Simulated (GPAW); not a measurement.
A run of GPAW 26.7.0:

Contents of run.py:

```python
from ase import Atoms
from ase.dft.bandgap import bandgap
from ase.io import write
from gpaw import GPAW, PW

atoms = Atoms(['Mo', 'S', 'S'],
              cell=[[1.58, 0.9122134253, 6.15],
                    [-1.58, 0.9122134253, 6.15],
                    [0.0, -1.8244268506, 6.15]],
              scaled_positions=[[0.0, 0.0, 0.0],
                                [0.417, 0.417, 0.417],
                                [0.25, 0.25, 0.25]],
              pbc=True)

calc = GPAW(mode=PW(600),
            xc='TB09',
            kpts={'size': (8, 8, 8), 'gamma': True},
            occupations={'name': 'fermi-dirac', 'width': 0.05},
            nbands=25,
            convergence={'density': 1e-05, 'energy': 1e-05},
            eigensolver='cg',
            maxiter=150,
            txt='gpaw.txt')
atoms.calc = calc
energy = atoms.get_potential_energy()
calc.write('gs.gpw')
write('result.traj', atoms)
print('Fermi level:', round(calc.get_fermi_level(), 4), 'eV')
print(f'Gap: {bandgap(calc)[0]:.4f} eV, direct: {bandgap(calc, direct=True)[0]:.4f} eV')
```

Potentials or basis: GPAW PAW data sets for LDA (gpaw-data 1.2.1), pw.

The run is started by

```sh
$ OMP_NUM_THREADS=1 python run.py
```

Hardware: 1 thread of Arm Neoverse V2, with other jobs on the host.

Task: Estimate the wall time of this run.

Result: Run time: 14 min on 1 thread of Arm Neoverse V2 (shared host), peak memory 0.46 GiB. Counts: scf iterations 49.
